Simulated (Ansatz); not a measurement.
The structure comes from a relaxation in the same program, started in the diamond type. Whether it is a known phase or the ground state wasn't checked. The listed cell was then made from it by scaling, straining or moving an atom.

Al: DFT, PBE, all-electron PAW with datasets made for the crystal, scalar-relativistic (Ansatz 0.2.0). What sets it apart from a plain run of this crystal: volume scaled by 0.96.

```yaml
crystal:
  lattice:
    - [0.0, 2.9824868695, 2.9824868695]
    - [2.9824868695, 0.0, 2.9824868695]
    - [2.9824868695, 2.9824868695, 0.0]
  atoms:
    - { symbol: Al, position: [0.0, 0.0, 0.0] }
    - { symbol: Al, position: [0.25, 0.25, 0.25] }
kpoints:
  mp_grid: { grid: [9, 9, 9] }
scf:
  occupations: { method: fermi_dirac, width: 0.08 }
hamiltonian:
  xc: pbe
  pseudopotentials: { kind: all_electron, datasets: crystal }
output:
  forces: true
  stress: true
  eigenvalues: true
  efg: { contact_densities: true }
```

Output (standing set-up lines are left out):

```
hamiltonian.pseudopotentials.datasets: crystal makes datasets for this crystal and solves the spheres of its atoms anew in each pass: cutoff 120.0 eV, the density's 480.0 eV; for an error of 0.50 meV an atom under PBE, 1.0 meV for the cell; an energy difference from a run of another recipe may be off by several times the error for the cell, under r2SCAN by more, where some 0.1 meV an atom stays at smaller errors; Al in spheres of 1.291 Å, 3 of its electrons in bands
Crystal: 2 atoms, lattice volume = 53.060 Å³
PAW one-centre angular grid: Al, 110 points (default); XC on its mesh's 1983 points in the sphere
iter 1 solved again at ethr=1.76e-3 eV; its pass at ethr=1.00e-1 eV (dr2=1.06e-1 eV) is discarded
SCF iter   1: F=—  HF=-13213.527355 eV  |F-HF|=—  |Δ(HF+E_count)|=         —  Δρ=1.65e-2  dr2=1.16e-1  ethr=1.76e-3  ⟨swp⟩=3.7  Hψ=1734  notcnv=0
preconditioner: auto → none  [metal: Δε(μ)=0.081 eV  Ē_g=7.052 eV  σ=0.080 eV  W_gap=0.25  n_scr=8 (ndim 8)  ℏωp=12.5 eV  f_vac=0.006  D(μ)=1.46/eV (n_scr^D=14)  sad-step TF]
SCF iter   2: F=—  HF=-13213.544739 eV  |F-HF|=—  |Δ(HF+E_count)|=   1.74e-2  Δρ=1.04e-2  dr2=4.82e-2  ethr=1.76e-3  ⟨swp⟩=2.0  Hψ=381  notcnv=0
iter 3 solved again at ethr=7.90e-6 eV; its pass at ethr=8.04e-4 eV (dr2=4.74e-4 eV) is discarded
SCF iter   3: F=—  HF=-13213.562209 eV  |F-HF|=—  |Δ(HF+E_count)|=   1.75e-2  Δρ=1.02e-3  dr2=4.80e-4  ethr=7.90e-6  ⟨swp⟩=2.5  Hψ=1409  notcnv=0  defer=1
SCF iter   4: F=—  HF=-13213.562364 eV  |F-HF|=—  |Δ(HF+E_count)|=   1.55e-4  Δρ=3.28e-4  dr2=5.02e-5  ethr=7.90e-6  ⟨swp⟩=2.0  Hψ=360  notcnv=0
SCF iter   5: F=-13213.562396 eV  HF=-13213.562396 eV  |F-HF|=5.87e-8  |Δ(HF+E_count)|=   3.22e-5  Δρ=9.46e-6  dr2=5.08e-8  ethr=8.37e-7  ⟨swp⟩=2.6  Hψ=381  notcnv=0
12 of the run's printed levels, from 0.13 eV on, may lie off, as they stand: their residual norms reach 0.0022 eV (residual_norms_ev in the JSON report holds each one's)
SCF 1 converged in 5 iterations: F = -13213.562377 eV  dr2 = 5.08e-8
  Residual-converged pass: ⟨swp⟩=5.0  Hψ=619  notcnv=0  max |occ|·‖R‖ = 5.2e-6 eV (tolerance 5.3e-6 eV)  dr2=6.15e-8  dr2_onsite=4.00e-8  max |Δocc| = 2.5e-7
  greatest PAW one-centre occupation: 0.391 electrons in one spin orbital (limit 2), on the Al atom at site 1 (counted from 0), in its partial waves of l = 0
SCF converged after 5 iterations
Free energy (F): -13213.562377 eV
Harris-Foulkes:  -13213.562377 eV  (|F-HF|=5.87e-8)
Internal energy: -13213.531366 eV  (E = F + TS)
E sigma→0 (E₀):  -13213.546871 eV
Entropy (-TS):   -0.031011 eV (-15.506 meV/atom)
Past the cutoff: the bands carry plane waves up to 1.75 times it, of which those up to 1.5 times it add -0.000367 eV an atom, each by itself; the spheres take 0.000154 eV an atom off the energy for waves past 1.75 times it
By the cutoff:   a pressure is off by up to 0.005 GPa (1.2 times the spheres' own share and the shells' term, over an atom's volume, and 0.004 GPa: a bound that held against runs at twice the plane waves)
Past the cutoffs: a stress includes 0.0008 GPa for waves and charges beyond them, in addition to the slope of what the spheres take
In the spheres:  the bands' charges fall short by 4.8e-7 e at most (sound up to 1e-3)
Fermi energy:    4.182825 eV
--- Per-component energies (eV) ---
  The terms above E_closure are by the made datasets' own strengths, without shells solved beside the bands.
--- Forces (eV/Å), atoms counted from 1 ---
  atom   1  Al    -0.00000000     0.00000000    -0.00000000
  atom   2  Al     0.00000000    -0.00000000     0.00000000
  max |Σ_I F_I| component: 2.31e-17 eV/Å
--- Stress (GPa, compression-positive) ---
        1.607716       0.000000       0.000000
        0.000000       1.607716       0.000000
       -0.000000      -0.000000       1.607716
  P = ⅓ Tr σ = 1.6077 GPa (16.077 kbar)
--- PAW observables at the nuclei: V_zz in 10²¹ V/m², potentials from the cell's mean, atoms counted from 1 ---
  atom   1  Al V_zz =    -0.000000   η = 0.0000   by run symmetry: forbidden
            electrostatic potential = -1224.454870 V   contact ρ = 10096.420344 e/Å³
  atom   2  Al V_zz =    +0.000000   η = 0.0000   by run symmetry: forbidden
            electrostatic potential = -1224.454870 V   contact ρ = 10096.420344 e/Å³
--- Band table (eV; the first three rows and the last of 35) ---
  k-point 0: bands = ["-3.8512", "6.3487", "6.3487", "6.3487", "8.2007"]
  k-point 1: bands = ["-3.7110", "5.1794", "6.1226", "6.1226", "8.3117"]
  k-point 2: bands = ["-3.2972", "3.3769", "5.7469", "5.7469", "8.0267"]
  k-point 34: bands = ["-0.5689", "0.4348", "2.5487", "3.1298", "9.0745"]
```
